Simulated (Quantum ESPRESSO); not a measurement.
Mg: equation of state with PBE

Mg:

```
Mg
1.0
     3.05030    0.00000    0.00000
    -1.52515    2.64164    0.00000
     0.00000    0.00000    3.04484
Mg
1
Cartesian
  0.0000 0.0000 0.0000
```

This isn't the form of Mg at room conditions, which is hcp.

```
Program             : Quantum ESPRESSO 7.5
Task                : equation of state
Functional          : PBE
Potentials or basis : SSSP 1.3 efficiency PBE
Cutoff              : 748 eV
Density cutoff      : 5987 eV
k mesh              : 10 × 10 × 9
Occupations         : fermi-dirac, width 0.05 eV
Spin                : no spin polarisation
```

```json
{
 "Equilibrium volume": "25.46 Å³/atom",
 "Bulk modulus at fixed shape and positions": "28 GPa",
 "Pressure derivative of the bulk modulus": "3.9"
}
```

Energy against volume, from the lowest point:
```tsv
volume (Å³/atom)	energy (meV/atom)
23.063	23.49
23.553	14.36
24.044	7.66
24.535	3.16
25.025	0.67
25.516	0.00
26.007	0.98
```

All runs of the series together: 46 s on 1 thread of Intel(R) Xeon(R) Platinum 8375C CPU @ 2.90GHz (Ice Lake), on a shared host.

Caveat: the cell was scaled at fixed shape and fractional positions, which overstates the stiffness of a crystal with free parameters, most of all of layers and chains.
